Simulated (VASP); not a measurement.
**GaP in VASP: the effect of strain**

Crystal: GaP.

```xyz
2
Lattice="0.0000 2.7252 2.7252 2.6162 0.0000 2.7252 2.6162 2.7252 0.0000" Properties=species:S:1:pos:R:3 pbc="T T T"
Ga    0.0000    0.0000    0.0000
P     3.9244    4.0879    4.0879
```

The cell isn't the ideal one: strain = -0.04.

Alike in all runs:

* Program: VASP 6.6.1
* Task: relaxation of the atoms
* Functional: PBE
* Potentials or basis: VASP PAW PBE potentials, release 64 (Ga_d, P)
* Cutoff: 520 eV
* k mesh: 8 × 8 × 8
* Occupations: fermi-dirac, width 0.05 eV
* Spin: no spin polarisation
* Strain kind: uniaxial_x
* Further INCAR settings: ALGO = Fast; EDIFF = 1e-07; IBRION = 2; EDIFFG = -0.01; NSW = 60

Each run relaxes the cell or the atoms first.

```csv
strain,gap on the mesh (eV),pressure (GPa)
-0.04,1.18,6.3
-0.02,1.41,4.3
-0.01,1.53,3.4
0,1.64,2.5
0.01,1.61,1.6
0.02,?,?
0.04,1.42,-0.7
```

Q: What does the run with strain 0.02 give?

A: gap on the mesh 1.57 eV; pressure 0.8 GPa.

Worked out: A parabola through the other rows of the gap on the mesh, of slope -4.21 eV per unit of strain there, gives 1.59 eV, against the run's 1.57. A parabola through the other rows of the pressure, of slope -79.7 GPa per unit of strain there, gives 0.8 GPa, against the run's 0.8.

Caveats: the relaxation stopped at its first step, so nothing moved.

A k mesh can miss the band edges.
